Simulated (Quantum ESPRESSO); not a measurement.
HfN:

```
Hf N
1.0
     0.00000    2.45482    2.45482
     2.45482    0.00000    2.45482
     2.45482    2.45482    0.00000
Hf N
1 1
Direct
  0.00000 0.00000 0.00000
  0.25000 0.25000 0.25000
```

The cell comes from a database or a generator and needn't be the stable form of this composition.

Base run:

* Program: Quantum ESPRESSO 7.5
* Functional: PBEsol
* Potentials or basis: GBRV 1.5 PBEsol
* Cutoff: 612 eV
* Density cutoff: 4898 eV
* k mesh: 9 × 9 × 9
* Occupations: fermi-dirac, width 0.05 eV
* Spin: no spin polarisation
* Hubbard terms: Hf d U = 1 eV

Its results: band gap on the k mesh none (metal or under the smearing width); pressure -3.7 GPa.

After a change of settings the same cell gave: band gap on the k mesh none (metal or under the smearing width); pressure 9.7 GPa. Which change was it?
A. hubbard terms from Hf d U = 1 eV to none
B. hubbard terms from Hf d U = 1 eV to Hf d U = 8 eV
C. hubbard terms from Hf d U = 1 eV to Hf d U = 5 eV

B.

Caveats: U without spin polarisation on a metal has little footing.
